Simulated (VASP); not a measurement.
# CaSe (Fm-3m) in VASP: notebook

CaSe is run at these levels: r2SCAN; tasks: relaxation of the atoms.

All numbers are computed with VASP 6.6.1; they aren't measurements. Logs are shortened: lines on timing, memory, paths and dates and some standing lists are left out, and cuts for length are marked.

**The experiment to reproduce.**

From a printed reference work, monograph, original work of 1988, for a bulk crystal of CaSe at 2 K: band gap 3.85 eV (indirect).

How close the calculation comes is told below.

### Step 1. The cell of the first run

Symmetry: Fm-3m, No. 225, cubic system. Conventional cell: a = 5.895 Å, b = 5.895 Å, c = 5.895 Å, α = 90.00°, β = 90.00°, γ = 90.00°. Ca (site symmetry m-3m) has 6 Se at 2.95 Å within 3.9 Å. Within 3.9 Å of Se (site symmetry m-3m) lie 6 Ca at 2.95 Å.

### Step 2. Relaxation of the atoms, r2SCAN

POSCAR reads:

```
CaSe
1.0
    0.0000000000      2.9473123000      2.9473123000
    2.9473123000      0.0000000000      2.9473123000
    2.9473123000      2.9473123000      0.0000000000
Ca Se
1 1
Direct
    0.0000000000      0.0000000000      0.0000000000
    0.5000000000      0.5000000000      0.5000000000
```

INCAR.step1 reads:

```
SYSTEM = CaSe
PREC = Accurate
ENCUT = 520
ISMEAR = -1
SIGMA = 0.02
LREAL = .False.
LASPH = .True.
NELM = 100
GGA = PE
ALGO = Normal
EDIFF = 1E-4
LWAVE = .True.
LCHARG = .False.
```

INCAR.step2 reads:

```
SYSTEM = CaSe
PREC = Accurate
ENCUT = 520
EDIFF = 1E-6
ISMEAR = -1
SIGMA = 0.02
LREAL = .False.
LASPH = .True.
NELM = 100
ALGO = Normal
ISIF = 2
LWAVE = .False.
LCHARG = .False.
METAGGA = R2SCAN
LMIXTAU = .True.
IBRION = 2
NSW = 50
EDIFFG = -0.01
ISTART = 1
```

KPOINTS reads:

```
Automatic mesh
0
Gamma
  8 8 8
  0 0 0
```

Potentials or basis: VASP PAW PBE potentials, release 64 (Ca_sv, Se).

Command:

```
$ cat potpaw_PBE.64/Ca_sv/POTCAR potpaw_PBE.64/Se/POTCAR > POTCAR
$ cp INCAR.step1 INCAR
$ mpirun -np 1 vasp_std > vasp.out
$ cp INCAR.step2 INCAR
$ mpirun -np 1 vasp_std > vasp.out
```

OUTCAR:

```text
SYSTEM = CaSe
   PREC = Accurate
   ENCUT = 520
   EDIFF = 1E-6
   ISMEAR = -1
   LREAL = .False.
   LASPH = .True.
   NELM = 100
   ISIF = 2
   METAGGA = R2SCAN
   IBRION = 2
   NSW = 50
   EDIFFG = -0.01
   ISTART = 1

 ion  position               nearest neighbor table
   1  0.000  0.000  0.000-   2 2.95   2 2.95   2 2.95   2 2.95   2 2.95   2 2.95
   2  0.500  0.500  0.500-   1 2.95   1 2.95   1 2.95   1 2.95   1 2.95   1 2.95

  LATTYP: Found a face centered cubic cell.
 ALAT       =     5.8946246000

  Lattice vectors:

 A1 = (   0.0000000000,   2.9473123000,   2.9473123000)
 A2 = (   2.9473123000,   0.0000000000,   2.9473123000)
 A3 = (   2.9473123000,   2.9473123000,   0.0000000000)

Analysis of symmetry for initial positions (statically):
=====================================================================
 Subroutine PRICEL returns:
 Original cell was already a primitive cell.

 Routine SETGRP: Setting up the symmetry group for a
 face centered cubic supercell.

 Subroutine GETGRP returns: Found 48 space group operations
 (whereof 48 operations were pure point group operations)
 out of a pool of 48 trial point group operations.

The static configuration has the point symmetry O_h .

Analysis of symmetry for dynamics (positions and initial velocities):
=====================================================================
 Subroutine PRICEL returns:
 Original cell was already a primitive cell.

 Routine SETGRP: Setting up the symmetry group for a
 face centered cubic supercell.

 Subroutine GETGRP returns: Found 48 space group operations
 (whereof 48 operations were pure point group operations)
 out of a pool of 48 trial point group operations.

The dynamic configuration has the point symmetry O_h .

 Subroutine INISYM returns: Found 48 space group operations
 (whereof 48 operations are pure point group operations),
 and found     1 'primitive' translations

----------------------------------------------------------------------------------------

                                     Primitive cell

  volume of cell :      51.2045

  direct lattice vectors                    reciprocal lattice vectors
     0.000000000  2.947312300  2.947312300    -0.169646087  0.169646087  0.169646087
     2.947312300  0.000000000  2.947312300     0.169646087 -0.169646087  0.169646087
     2.947312300  2.947312300  0.000000000     0.169646087  0.169646087 -0.169646087

  length of vectors
     4.168129027  4.168129027  4.168129027     0.293835643  0.293835643  0.293835643

  position of ions in fractional coordinates (direct lattice)
     0.000000000  0.000000000  0.000000000
     0.500000000  0.500000000  0.500000000

  ion indices of the primitive-cell ions
   primitive index   ion index
                 1           1
                 2           2

----------------------------------------------------------------------------------------

 KPOINTS: Automatic mesh

Automatic generation of k-mesh.
 Grid dimensions read from file:
 generate k-points for:    8    8    8

 Generating k-lattice:

  Cartesian coordinates                     Fractional coordinates (reciprocal lattice)
    -0.021205761  0.021205761  0.021205761     0.125000000  0.000000000  0.000000000
     0.021205761 -0.021205761  0.021205761     0.000000000  0.125000000  0.000000000
     0.021205761  0.021205761 -0.021205761     0.000000000  0.000000000  0.125000000

  Length of vectors
     0.036729455  0.036729455  0.036729455

  Shift w.r.t. Gamma in fractional coordinates (k-lattice)
     0.000000000  0.000000000  0.000000000

 Subroutine IBZKPT returns following result:
 ===========================================

 Found     29 irreducible k-points:

 Following reciprocal coordinates:
            Coordinates               Weight
  0.000000  0.000000  0.000000      1.000000
  0.125000  0.000000  0.000000      8.000000
  0.250000  0.000000  0.000000      8.000000
  0.375000  0.000000  0.000000      8.000000
  0.500000  0.000000  0.000000      4.000000
  0.125000  0.125000  0.000000      6.000000
[... 16 lines left out ...]
  0.500000  0.250000  0.125000     48.000000
 -0.375000  0.250000  0.125000     24.000000
 [... further k-points ...]
   k-points           NKPTS =     29   k-points in BZ     NKDIM =     29   number of bands    NBANDS=     12
   number of dos      NEDOS =    301   number of ions     NIONS =      2
   total plane-waves  NPLWV =  32768
   dimension x,y,z NGX =    32 NGY =   32 NGZ =   32
   dimension x,y,z NGXF=    64 NGYF=   64 NGZF=   64
   ions per type =               1   1
   NGX,Y,Z   is equivalent  to a cutoff of  12.76, 12.76, 12.76 a.u.
   NGXF,Y,Z  is equivalent  to a cutoff of  25.53, 25.53, 25.53 a.u.
 SYSTEM =  CaSe
   PREC   = accura    normal or accurate (medium, high low for compatibility)
   ISTART =      1    job   : 0-new  1-cont  2-samecut
   ICHARG =      0    charge: 1-file 2-atom 10-const
   ISPIN  =      1    spin polarized calculation?
   LNONCOLLINEAR =      F non collinear calculations
   LSORBIT =      F    spin-orbit coupling
   LASPH  =      T    aspherical Exc in radial PAW
   ENCUT  =  520.0 eV  38.22 Ry    6.18 a.u.   7.75  7.75  7.75*2*pi/ulx,y,z
   NELM   =    100;   NELMIN=  2; NELMDL=  0     # of ELM steps
   EDIFF  = 0.1E-05   stopping-criterion for ELM
   LREAL  =      F    real-space projection
   EDIFFG = -.1E-01   stopping-criterion for IOM
   NSW    =     50    number of steps for IOM
   IBRION =      2    ionic relax: 0-MD 1-quasi-New 2-CG
   NFREE  =      1    steps in history (QN), initial steepest desc. (CG)
   ISIF   =      2    stress and relaxation
   ISYM   =      2    0-nonsym 1-usesym 2-fastsym
   POTIM  = 0.5000    time-step for ionic-motion
   TEBEG  =    0.0;   TEEND  =   0.0 temperature during run
   PSTRESS=    0.0 pullay stress
   NELECT =      16.0000    total number of electrons
   NUPDOWN=      -1.0000    fix difference up-down
   EMIN   =  10.00;   EMAX   =-10.00  energy-range for DOS
   EFERMI =   0.00;   METHOD = LEGACY
   ISMEAR =    -1;   SIGMA  =   0.02  broadening in eV -4-tet -1-fermi 0-gaus
   EFERMI_NEDOS =   21; number of points for ismear=-14 and -15
   IALGO  =     38    algorithm
   IMIX   =      4    mixing-type and parameters
     AMIX     =   0.40;   BMIX     =  1.00
     AMIX_MAG =   1.60;   BMIX_MAG =  1.00
  volume/ion in A,a.u.               =      25.60       172.77
  Fermi-wavevector in a.u.,A,eV,Ry     =   1.110909  2.099315 16.791220  1.234120
  Thomas-Fermi vector in A             =   2.247467
   LORBIT       =      0    0 simple, 1 ext, 2 COOP (PROOUT), +10 PAW based schemes
   METAGGA = R2SCAN    functional components
   LHFCALC =     F    Hartree Fock is set to
   AEXX    =    0.0000 exact exchange contribution
   IVDW    =     0    specifies the selected vdW correction
   LEPSILON=     F    determine dielectric tensor
   LRPA    =     F    only Hartree local field effects (RPA)
 conjugate gradient relaxation of ions
 non-spin polarized calculation
  energy-cutoff  :      520.00
  volume of cell :       51.20
 maximum number of plane-waves:      1411
   NGX = 15   NGY = 15   NGZ = 15

 number of electron      15.9999999 magnetization

 Free energy of the ion-electron system (eV)
  ---------------------------------------------------
  ext. energy  EPLUGINS =         0.00000000
  ---------------------------------------------------
  free energy    TOTEN  =       -25.97364852 eV

  energy without entropy =      -25.97364852  energy(sigma->0) =      -25.97364852

 E-fermi :   2.7463     XC(G=0):  -9.6275

 val. band max:        2.2563520874   @ k =   0.0000   0.0000   0.0000
 cond. band min:       4.7239979736   @ k =   0.5000   0.5000   0.0000
 fundamental gap:      2.4676458862
 Fermi energy:         2.7462897272

 k-point     1 :       0.0000    0.0000    0.0000
  band No.  band energies     occupation
      1     -39.0070      2.00000
      2     -19.1206      2.00000
      3     -19.1206      2.00000
      4     -19.1205      2.00000
      5      -9.9757      2.00000
      6       2.2563      2.00000
      7       2.2563      2.00000
      8       2.2564      2.00000
      9       6.4564      0.00000
     10       6.4791      0.00000
     11       6.4791      0.00000
     12       6.4791      0.00000

 k-point     2 :       0.1250    0.0000    0.0000
  band No.  band energies     occupation
      1     -39.0059      2.00000
      2     -19.1390      2.00000
      3     -19.1217      2.00000
      4     -19.1216      2.00000
      5      -9.8767      2.00000
      6       1.5222      2.00000
      7       2.0187      2.00000
      8       2.0187      2.00000
      9       6.4646      0.00000
     10       6.7022      0.00000
     11       6.7023      0.00000
     12       7.3303      0.00000

 k-point     3 :       0.2500    0.0000    0.0000
  band No.  band energies     occupation
      1     -39.0034      2.00000
      2     -19.1828      2.00000
      3     -19.1243      2.00000
      4     -19.1242      2.00000
      5      -9.6254      2.00000
      6       0.2694      2.00000
      7       1.5536      2.00000
      8       1.5536      2.00000
      9       6.5686      0.00000
     10       7.2511      0.00000
     11       7.2512      0.00000
     12       8.5397      0.00000
[... 286 lines left out ...]
 k-point    23 :       0.5000    0.2500    0.1250
  band No.  band energies     occupation
      1     -38.9995      2.00000
      2     -19.2102      2.00000
      3     -19.1527      2.00000
      4     -19.1343      2.00000
      5      -9.3227      2.00000
      6      -0.4551      2.00000
      7       0.8080      2.00000
      8       1.0933      2.00000
      9       6.6739      0.00000
     10       8.1170      0.00000
     11       8.4058      0.00000
     12       8.5579      0.00000

 k-point    24 :      -0.3750    0.2500    0.1250
  band No.  band energies     occupation
      1     -38.9987      2.00000
      2     -19.2196      2.00000
      3     -19.1544      2.00000
      4     -19.1377      2.00000
      5      -9.2475      2.00000
      6      -0.6021      2.00000
      7       0.6074      2.00000
      8       0.9999      2.00000
      9       7.3131      0.00000
     10       7.6105      0.00000
     11       8.6289      0.00000
     12       8.9543      0.00000

 [... further k-points ...]
[... 5 lines left out ...]
  --------------------------------------------------------------------------------------
  -------------------------------------------------------------------------------------
  Total        0.4349950      0.4349950      0.4349950      0.0000000     -0.0000000      0.0000000
  in kB       13.6108845     13.6108845     13.6108845      0.0000000     -0.0000000      0.0000000
  external PRESSURE =      13.6108845 kB  Pullay stress =       0.0000000 kB

 VOLUME and BASIS-vectors are now :
 -----------------------------------------------------------------------------
  energy-cutoff  :      520.00
  volume of cell :       51.20
      direct lattice vectors                 reciprocal lattice vectors
     0.000000000  2.947312300  2.947312300    -0.169646087  0.169646087  0.169646087
     2.947312300  0.000000000  2.947312300     0.169646087 -0.169646087  0.169646087
     2.947312300  2.947312300  0.000000000     0.169646087  0.169646087 -0.169646087

 POSITION                                       TOTAL-FORCE (eV/Angst)
 -----------------------------------------------------------------------------------
      0.00000      0.00000      0.00000        -0.000000      0.000000      0.000000
      2.94731      2.94731      2.94731         0.000000     -0.000000     -0.000000
 -----------------------------------------------------------------------------------
    total drift:                                0.000000     -0.000000     -0.000000

  FREE ENERGIE OF THE ION-ELECTRON SYSTEM (eV)
  ---------------------------------------------------
  free  energy   TOTEN  =       -25.9736485183 eV

  energy  without entropy=      -25.9736485183  energy(sigma->0) =      -25.97364852

 reached required accuracy - stopping structural energy minimisation
```

Wall time 45 s (1 thread of AMD EPYC 9R45 (Zen 5), shared host); peak memory 0.16 GiB.

What came out:

```
Free energy             : -25.9736 eV
Pressure after relaxing : 1.4 GPa
Band gap on the k mesh  : 2.47 eV (least direct gap 3.43 eV)
```

Final structure:
```cif
data_structure
_symmetry_space_group_name_H-M 'P 1'
_symmetry_Int_Tables_number 1
_cell_length_a 4.1681
_cell_length_b 4.1681
_cell_length_c 4.1681
_cell_angle_alpha 60.000
_cell_angle_beta 60.000
_cell_angle_gamma 60.000
_cell_volume 51.20
loop_
_atom_site_label
_atom_site_type_symbol
_atom_site_fract_x
_atom_site_fract_y
_atom_site_fract_z
_atom_site_occupancy
Ca1 Ca 0.00000 0.00000 0.00000 1
Se1 Se 0.50000 0.50000 0.50000 1
```

Caveat: the relaxation stopped at its first step, so nothing moved; the PAW data sets were made with another functional, which shifts forces and pressure a little.

[end of part 1 of 2]
